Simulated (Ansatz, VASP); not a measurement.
C in VASP and in Ansatz

The input INCAR:

```
ALGO = Normal
EDIFF = 1E-6
EDIFFG = -0.01
ENCUT = 600
GGA = RE
IBRION = 2
ISIF = 3
ISMEAR = -1
LASPH = T
LCHARG = F
LREAL = F
LWAVE = F
NELM = 100
NSW = 80
PREC = Accurate
SIGMA = 0.05
```

Contents of KPOINTS:

```
k-points
0
Gamma
  8 8 4
```

File POSCAR:

```
C
1.0
    2.5199982604      0.0000000000      0.0000000000
   -1.2599991302      2.1823825110      0.0000000000
    0.0000000000      0.0000000000      4.1200000000
C
4
Direct
    0.3333333333      0.6666666667      0.0625000000
    0.6666666667      0.3333333333      0.5625000000
    0.3333333333      0.6666666667      0.4375000000
    0.6666666667      0.3333333333      0.9375000000
```

Input for Ansatz:

```yaml
crystal:
  lattice:
    - [2.5199982604, 0.0, 0.0]
    - [-1.2599991302, 2.182382511, 0.0]
    - [0.0, 0.0, 4.12]
  atoms:
    - { symbol: C, position: [0.3333333333, 0.6666666667, 0.0625] }
    - { symbol: C, position: [0.6666666667, 0.3333333333, 0.5625] }
    - { symbol: C, position: [0.3333333333, 0.6666666667, 0.4375] }
    - { symbol: C, position: [0.6666666667, 0.3333333333, 0.9375] }
hamiltonian:
  xc: revpbe
  pseudopotentials:
    kind: paw
    azcp:
      C: "pseudopotentials/C.paw.azcp"
basis:
  ecutwfc: 420
  fft_grid_basis: typed
kpoints:
  mp_grid: { grid: [8, 8, 4], shift: [0, 0, 0] }
magnetization:
  spin_polarized: false
scf:
  occupations: { method: fermi_dirac, width: 0.05 }
relax:
  max_steps: 60
  f_tol: 0.01
  cell: {}
```

Alike in both runs: task relaxation of cell and atoms; functional revPBE; k mesh 8 × 8 × 4; occupations fermi-dirac, width 0.05 eV; no spin polarisation.

```csv
,VASP,Ansatz
version,VASP 6.6.1,Ansatz 0.2.0
potentials or method,"VASP PAW PBE potentials, release 64 (C)","plane waves (420 eV) with PAW, scalar-relativistic"
plane-wave cutoff (eV),600,420
valence electrons in the cell,16,16
```

|  | VASP | Ansatz | Ansatz less VASP |
| --- | --- | --- | --- |
| relaxed volume (Å³/atom) | 5.77 | 5.77 | +0.001 |
| relaxed cell length with the largest relative difference (Å) | 4.193 | 4.194 | +0.0011 |
| energy change over the relaxation (meV/atom) | -7 | -7 | -0.1 |

Caveats: the PAW data sets were made with another functional, which shifts forces and pressure a little (VASP). revPBE gives volumes clearly too large for solids. Zero-point motion and thermal expansion aren't in these numbers.
